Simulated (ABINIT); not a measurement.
Here is an ABINIT 10.8.3 (patched build) calculation.

The input run.abi:

```
# Pseudopotentials
pp_dirpath "./"
pseudos "Al.upf, N.upf"

# Structure
acell 5.8366710593 5.8366710593 5.8366710593
rprim
     0.0000000000     0.7071067812     0.7071067812
     0.7071067812     0.0000000000     0.7071067812
     0.7071067812     0.7071067812     0.0000000000
ntypat 2
znucl 13 7
natom 2
typat 1 2
xcart
     0.0000000000     0.0000000000     0.0000000000
     2.0635748428     2.0635748428     2.0635748428

# Plane-wave basis
ecut 36.0

# k points
kptopt 1
ngkpt 8 8 8
nshiftk 1
shiftk 0.0 0.0 0.0

# Exchange and correlation
ixc 11

# Bands and occupations
nband 8
occopt 3
tsmear 0.05 eV

# SCF cycle
nstep 100
tolvrs 1.0e-10

# Output
iomode 3
prtwf 0
prtden 0
prteig 0
prtebands 0
enunit 1
```

Potentials or basis: PseudoDojo NC SR PBE v0.4.1 standard.

Command:

```sh
$ abinit run.abi > log 2>&1
```

(1) Estimate the pressure.

(2) Predict the band gap on the k mesh.

Results:

(1) 4.1 GPa.

(2) 3.32 eV, indirect (least direct gap 4.19 eV).

Caveat: the cutoff is short for stress, so the pressure is rough.
